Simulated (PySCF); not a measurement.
# How the method moves the HOMO and LUMO of ethoxy ethane

Compound: ethoxy ethane, C₄H₁₀O.
Z-matrix (Å and degrees, PBE0-D3(BJ)/def2-SVP geometry), rows numbered from 1:
```
C 
C   1  1.5096
O   2  1.3977  1  109.09
C   3  1.3976  2  113.82  1  -179.96
C   4  1.5096  3  109.06  2   179.85
H   1  1.1000  2  110.77  3  -179.92
H   1  1.1000  2  110.45  3    59.77
H   1  1.1001  2  110.43  3   -59.62
H   2  1.1111  1  110.40  3  -121.46
H   2  1.1111  1  110.38  3   121.43
H   4  1.1111  3  110.37  2   -58.74
H   4  1.1110  3  110.36  2    58.42
H   5  1.1001  4  110.46  3   -59.88
H   5  1.1000  4  110.80  3   179.82
H   5  1.1001  4  110.44  3    59.53
```

Basis pcSseg-1 throughout (PySCF), one geometry. One conformer (not necessarily the lowest) at the PBE0-D3(BJ)/def2-SVP geometry, without solvent, vibrations or thermal averaging.

**Question.** How do the orbital energies, the gap and the dipole change with the method?

**Answer.** 
| method | kind | HOMO (eV) | LUMO (eV) | gap (eV) | μ (D) | SCF cycles |
| --- | --- | --- | --- | --- | --- | --- |
| BLYP | GGA | -5.61 | 0.73 | 6.34 | 1.00 | 13 |
| OPBE | GGA | -5.64 | 1.01 | 6.65 | 1.01 | 14 |
| PBE | GGA | -5.68 | 0.74 | 6.42 | 1.00 | 13 |
| B97-D | GGA | -5.74 | 0.90 | 6.63 | 1.03 | 13 |
| LDA | LDA | -5.76 | 0.55 | 6.31 | 1.04 | 13 |
| BP86 | GGA | -5.79 | 0.82 | 6.61 | 1.02 | 13 |
| KT2 | GGA | -5.86 | 0.70 | 6.56 | 0.97 | 14 |
| KT3 | GGA | -5.89 | 0.63 | 6.52 | 0.98 | 14 |
| B97-2 | global hybrid | -7.01 | 1.62 | 8.62 | 1.11 | 12 |
| B3LYP | global hybrid | -7.04 | 1.24 | 8.28 | 1.10 | 12 |
| PBE0 | global hybrid | -7.27 | 1.59 | 8.85 | 1.12 | 12 |
| mPW1PW91 | global hybrid | -7.31 | 1.62 | 8.94 | 1.14 | 12 |
| CAM-B3LYP | range-separated hybrid | -8.72 | 2.42 | 11.13 | 1.16 | 12 |
| BHandHLYP | global hybrid | -8.83 | 2.26 | 11.09 | 1.22 | 12 |
| wB97X-D | range-separated hybrid | -9.20 | 3.43 | 12.63 | 1.15 | 12 |
| LC-wPBE | range-separated hybrid | -10.02 | 3.78 | 13.80 | 1.21 | 12 |
| HF | Hartree–Fock | -11.29 | 4.42 | 15.71 | 1.34 | 9 |

The HOMO spans 5.68 eV, from BLYP down to HF, and the gap runs from 6.31 eV (LDA) to 15.71 eV (HF). Over the methods BLYP (0 %), OPBE (0 %), PBE (0 %), B97-D (0 %), LDA (0 %), BP86 (0 %), KT2 (0 %), KT3 (0 %), B97-2 (21 %), B3LYP (20 %), PBE0 (25 %), mPW1PW91 (25 %), BHandHLYP (50 %), HF (100 %), a straight line through the gap against the share of exact exchange rises by 0.92 eV for each 10 % (correlation coefficient 0.999). The dipole ranges from 0.97 D (KT2) to 1.34 D (HF). This basis has no diffuse functions.

The vertical ΔSCF ionisation energy at CAM-B3LYP/def2-SVPD is 9.72 eV; −ε(HOMO) comes closest to it with LC-wPBE (10.02 eV).
